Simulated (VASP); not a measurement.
Set up this calculation in VASP 6.6.1, as the native input.

```
Task                   : electrostatic potential
Functional             : PBE
Potentials or basis    : VASP PAW PBE potentials, release 64 (Ga_d, P)
Cutoff                 : 520 eV
k mesh                 : 10 × 10 × 10
Occupations            : gaussian, width 0.02 eV
Spin                   : non-collinear spin, zero start, spin-orbit coupling
Starting moments       : [[0.0, 0.0, 0.0], [0.0, 0.0, 0.0]] μB
Further INCAR settings : ALGO = Normal; EDIFF = 1e-06
```

The structure of GaP lies in POSCAR:

```
GaP                                     
1.0
    0.0000000000      2.7173336506      2.7173336506
    2.7173336506     -0.0000000000      2.7173336506
    2.7173336506      2.7173336506     -0.0000000000
  Ga              P             
     1     1
Direct
     1.0000000000000000    0.0000000000000000    0.0000000000000000
     0.2500000000000000    0.2500000000000000    0.2500000000000000
```

The cell was built by a generator and needn't be a form met in nature.

The input as run:

INCAR

```
ALGO = Normal
EDIFF = 1E-6
ENCUT = 520
GGA = PE
GGA_COMPAT = F
ISIF = 2
ISMEAR = 0
LASPH = T
LCHARG = T
LNONCOLLINEAR = T
LORBIT = 11
LREAL = F
LSORBIT = T
LVHAR = T
LWAVE = F
MAGMOM = 0 0 0 0 0 0
NELM = 100
PREC = Accurate
SIGMA = 0.02
```

KPOINTS

```
k-points
0
Gamma
  10 10 10
```

Potentials or basis: VASP PAW PBE potentials, release 64 (Ga_d, P).

Run with:

```sh
$ cat potpaw_PBE.64/Ga_d/POTCAR potpaw_PBE.64/P/POTCAR > POTCAR
$ mpirun -np 1 vasp_ncl > vasp.out
```

Results of the run:

The pressure is 3.1 GPa and the net moment is 0.00 μB per cell. The valence electrons inside the program's atomic spheres are Ga 11.73; P 2.55.

It took 2.3 min on 1 thread of Intel(R) Xeon(R) 6975P-C (Granite Rapids), with other jobs on the host, peak memory 0.35 GiB.
